On the simplest view of a solid, every atom is a ball on springs that takes up heat equally well at any temperature. It can vibrate in three directions, each worth one Boltzmann constant $k_\mathrm{B}$, so the heat capacity should stand at $3\,k_\mathrm{B}$ per atom in every row. For zincblende aluminium nitride the calculation gives about an eighth of that at 100 K and 95 % of it at 1000 K. The climb in between is smooth, and no row steps out of line. What does give way, at the cold end, is the next simplest picture, in which all atoms vibrate at one and the same frequency.

Harmonic phonon thermodynamics of zincblende AlN (F-43m) at constant volume, calculated with Ansatz 0.2.0 using PBE, PAW and a plane-wave cutoff of 420 eV. The k mesh is 12×12×12, and the phonons come from linear response on a 4×4×4 q mesh. The free energy is that of the vibrations alone and includes their zero-point energy.

| temperature (K) | phonon entropy (kB/atom) | phonon free energy (meV/atom) | phonon heat capacity (kB/atom) |
| --- | --- | --- | --- |
| 100 | 0.137 | 94.20 | 0.366 |
| 200 | 0.651 | 91.00 | 1.215 |
| 300 | 1.277 | 82.70 | 1.864 |
| 400 | 1.871 | 69.10 | 2.252 |
| 500 | 2.401 | 50.60 | 2.481 |
| 600 | 2.867 | 27.90 | 2.623 |
| 700 | 3.278 | 1.40 | 2.715 |
| 800 | 3.645 | -28.50 | 2.778 |
| 900 | 3.975 | -61.40 | 2.822 |
| 1000 | 4.274 | -96.90 | 2.854 |

## A yardstick with one frequency

A vibration accepts energy only in whole quanta. If the thermal energy $k_\mathrm{B}T$ is much smaller than the quantum, the vibration is frozen and takes up almost no heat. If it is much larger, the quanta are too fine to matter and the vibration contributes its full $k_\mathrm{B}$. Every heat capacity in the table lies between these two limits.

The Einstein model gives all vibrations the same quantum $\varepsilon$. The zero-point energy, 94.51 meV per atom, fixes its size, because each of the three vibrations per atom keeps half a quantum at absolute zero:

$$\varepsilon=\frac{2\times 94.51}{3}\ \text{meV}=63.0\ \text{meV},\qquad \theta=\frac{\varepsilon}{k_\mathrm{B}}=731\ \text{K}$$

With $x=\theta/T$, the heat capacity $C$ per atom is then

$$C=3k_\mathrm{B}\,\frac{x^2e^{x}}{(e^{x}-1)^2}$$

At 100 K, $x$ is 7.31 and the fraction is very nearly $x^2e^{-x}$. The estimate is therefore

$$C\approx 3\times 53.5\times 6.68\times10^{-4}\,k_\mathrm{B}=0.107\,k_\mathrm{B}$$

No heat capacity went into this estimate. The zero-point energy does come from the same phonons as the table, so the comparison tests the idea of a single frequency and not the accuracy of the phonons. From 300 K upwards the idea works well, with a largest error of 1.6 % of the tabulated value. At 200 K it is 10 % too low, and at 100 K it yields less than a third of the tabulated 0.366.

## 100 K: only the soft vibrations are awake

The failure at 100 K comes from the spread of the real frequencies. With two atoms in the cell, the crystal has two families of vibrations. In the acoustic family, neighbouring atoms move almost together when the wave is long, and bonds are hardly strained. Shorter acoustic waves do strain the network, but in a tetrahedral crystal the transverse ones are expected mainly to bend the angles between bonds, which takes less force than stretching the bonds. In the optical family, aluminium moves against nitrogen, which stretches stiff bonds and sets a light atom in motion.

The calculated spectrum separates the two clearly. The optical vibrations begin near 620 cm⁻¹, while some transverse acoustic ones at the edge of the Brillouin zone lie as low as 225 cm⁻¹. At 100 K one such soft vibration contributes 0.44 $k_\mathrm{B}$, and one at the lower edge of the optical family only 0.010 $k_\mathrm{B}$. Half of all vibrations are optical, yet together they supply at most about 4 % of the heat capacity in this row.

An average frequency hides this division of labour. Making a frozen vibration still stiffer costs almost no heat capacity, since there is hardly any left to lose. Making another one softer gains a great deal, because it moves out of the exponential tail. A spectrum with both soft and stiff members therefore holds more heat in the cold than the same number of vibrations at their mean frequency.

At still lower temperatures the model must fall short by an ever larger factor. Very long sound waves have very small quanta, so some vibrations stay active at any temperature, and theory gives a heat capacity that dies away as $T^3$, as in the Debye model. The Einstein value dies exponentially and far sooner. The table begins above the cubic regime: from 100 to 200 K the heat capacity grows by a factor of 3.3, where a cubic law would give 8.

The first row also deserves the most caution. The interpolation between the calculated phonons lacks a quadrupole term, which acts chiefly on long waves, and these weigh most in the cold. How far this shifts the value at 100 K is untested, as is the effect of a finer phonon mesh.

## 200 to 300 K: an irregular step that is no break

The entropy seems at first to hold an irregularity. It rises by 0.514 $k_\mathrm{B}$ from 100 to 200 K, by 0.626 over the next hundred kelvin and by 0.594 over the one after. The largest step is thus the second, although the heat capacity already climbs in ever smaller steps.

The limiting cases explain this. The entropy $S$ grows with temperature at the rate $C/T$. In the cold, vibrations wake up so quickly that $C$ grows faster than $T$, and the entropy curve bends upwards. In the heat, $C$ levels off while $T$ keeps growing, and the curve bends downwards. Between the two regimes the slope must pass through a maximum, which is where the largest step falls.

The free energy $F$ offers a second look at the same rows, since its fall per kelvin equals the entropy. Between 200 and 300 K it drops by 8.3 meV, which requires a mean entropy of 0.963 $k_\mathrm{B}$; halfway between the two tabulated entropies lies 0.964. The other intervals agree to about 0.01 $k_\mathrm{B}$, as much as the rounding of the free energies allows. Only the first differs by more, by 0.023, and the upward bend of the entropy curve accounts for 0.020 of that. This relation is built into the calculation, so it shows that the rows belong together but not that the phonons are right.

## 300 to 600 K: the stiff vibrations catch up

The optical vibrations are already nearly half active at the start of this stretch. They now move towards their full share, and the heat capacity rises from 1.864 to 2.623 $k_\mathrm{B}$. The softest vibrations are already close to their full share. The stiffer acoustic ones, which reach about 570 cm⁻¹, still have something to add, but the optical ones supply the larger part of the rise. Every vibration gains more slowly as it nears its limit, so each further hundred kelvin adds less than the one before. The one-frequency model now does well because no large part of the spectrum is still frozen, and its error, which changed sign between 200 and 300 K, is now slightly on the high side.

A simple scaling rule carries the table over to a related crystal. Each vibration responds only to the ratio of its quantum to $k_\mathrm{B}T$. If all frequencies were lower by some percentage, because of heavier atoms or weaker bonds, the same heat capacities would appear at temperatures lower by that percentage. A soft crystal thus reaches the classical limit early, and a stiff, light one such as this reaches it late.

The same rule shows where an error in the frequencies hurts. The PBE functional usually makes bonds a little too long and vibrations a little too soft. Suppose the frequencies were 3 % too low, a figure chosen only for illustration. The curve would then be displaced by 9 K at 300 K, where it rises by about 0.005 $k_\mathrm{B}$ per kelvin, and the heat capacity would be about 0.05 $k_\mathrm{B}$ too high. Near 1000 K the curve is almost flat, and the same error would hardly show.

## 700 to 800 K: the free energy changes sign

Between these rows the vibrational free energy passes from 1.40 to −28.50 meV per atom. The slope at 700 K puts the crossing at 705 K. It looks like a threshold, but nothing happens to the crystal there. The curve starts at the zero-point energy and falls ever faster as the entropy grows, so it has to cross zero somewhere.

The position of that zero has no bearing on stability. The column holds only the energy and entropy of the vibrations, without the much larger energy of the bonds themselves. Zincblende AlN is in fact a metastable form, and wurtzite is the stable one. To judge the balance between them at a process temperature, one adds the bond energy to the vibrational free energy for each form and compares the two sums.

## 900 and 1000 K: close to the classical limit

By 1000 K the heat capacity has reached 2.854 $k_\mathrm{B}$, and the last hundred kelvin added only 0.032. The entropy still grows by 0.299 over the same interval, because a nearly constant heat capacity makes it rise as the logarithm of the temperature. This is the plain behaviour of a hot solid. Heat goes in at a steady rate, while each further kelvin adds a little less disorder than the last.

Even here the spread of frequencies leaves a trace. When $x$ is small, the heat capacity approaches its limit as

$$C\approx k_\mathrm{B}\left(3-\tfrac14\langle x^2\rangle\right)$$

where the brackets denote the average over all vibrations. The average of the squares is larger than the square of the average, so a spread spectrum stays further below the limit than a single frequency does. The tabulated shortfall at 1000 K is 1.12 times that of the one-frequency model. The spread that made the model far too low in the cold makes it slightly too high in the heat.

The last rows hold for a crystal of fixed volume with perfectly harmonic springs, whereas a real one expands as it is heated and its vibrations change. The heat capacity at constant pressure, the one usually measured, is therefore expected to lie above the tabulated one, by a margin that grows with temperature. To convert a tabulated heat capacity or entropy to one mole of AlN, multiply the number by twice the gas constant, since the formula contains two atoms.

## Where a break would come from

The smoothness has a simple origin. All ten rows rest on one set of fixed frequencies, and each vibration passes gradually from frozen to fully active. A sum of such gradual curves has no kink or jump, however uneven the spectrum. Unevenness changes the shape of the rise, as the row at 100 K shows, but it can't interrupt it.

A true break requires the crystal itself to change. If it turned abruptly into another structure at some temperature, one set of frequencies would give way to another. The entropy would then jump by the latent heat divided by the temperature, and the total free energy would show a kink. A calculation that keeps one structure and one set of springs can't produce such an event, so the smooth columns are no evidence that heated zincblende AlN stays as it is.
